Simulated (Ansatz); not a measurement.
Sn:

```
Sn
1.0
    -1.89465    1.89465    1.89465
     1.89465   -1.89465    1.89465
     1.89465    1.89465   -1.89465
Sn
1
Direct
  0.00000 0.00000 0.00000
```

This isn't the form of Sn at room conditions, which is tetragonal (white tin).

- Program: Ansatz 0.2.0
- Task: relaxation of cell and atoms
- Functional: LDA
- Potentials or basis: Ansatz PAW
- Cutoff: 420 eV (not typed: the program's choice for these potentials)
- k mesh: 7 × 7 × 7
- Occupations: fermi-dirac, width 0.05 eV
- Spin: no spin polarisation

At the start: volume 27.20 Å³/atom.

Q: How do energy, volume and symmetry change on relaxing?

A: It ends after 5 steps and the volume is 25.65 Å³/atom (-5.7 %); space group Im-3m (No. 229, to 0.05 Å).

The path:
```tsv
step	energy change (eV)	largest force (eV/Å)	volume (Å³)
1	0.0000	0.0000	27.20
2	-0.0160	0.0000	25.39
3	-0.0164	0.0000	25.69
4	-0.0164	0.0000	25.65
5	-0.0162	0.0000	25.65
```

Final structure:
```
Sn
1.0
    -1.85795    1.85795    1.85795
     1.85795   -1.85795    1.85795
     1.85795    1.85795   -1.85795
Sn
1
Direct
  0.00000 0.00000 0.00000
```

Caveat: the plane-wave basis is chosen anew once the cell has moved, so the energies of steps on either side of that aren't comparable; the PAW data sets come from PBE, with cores solved anew for the run's functional, which leaves a small shift of forces and pressure.
